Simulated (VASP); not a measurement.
The system is LiCl.

```
CELL_PARAMETERS angstrom
0.00000 2.56477 2.56477
2.56477 0.00000 2.56477
2.56477 2.56477 0.00000
ATOMIC_POSITIONS crystal
Cl 0.50000 0.50000 0.50000
Li 0.00000 0.00000 0.00000
```

Base run:

- Program: VASP 6.6.1
- Functional: PBEsol
- Potentials or basis: VASP PAW PBE potentials, release 64 (Cl, Li_sv)
- Cutoff: 520 eV
- k mesh: 10 × 10 × 10
- Occupations: gaussian, width 0.02 eV
- Spin: no spin polarisation

Its results: band gap on the k mesh 6.14 eV, direct.

Question: The run is repeated on the same cell with these changes: functional from PBEsol to LDA; potentials or basis from VASP PAW PBE potentials, release 64 (Cl, Li_sv) to VASP PAW LDA potentials, release 64 (Cl, Li_sv). What comes out?

Answer: Band gap on the k mesh 6.00 eV, direct.

Not every run made on this cell is shown here.
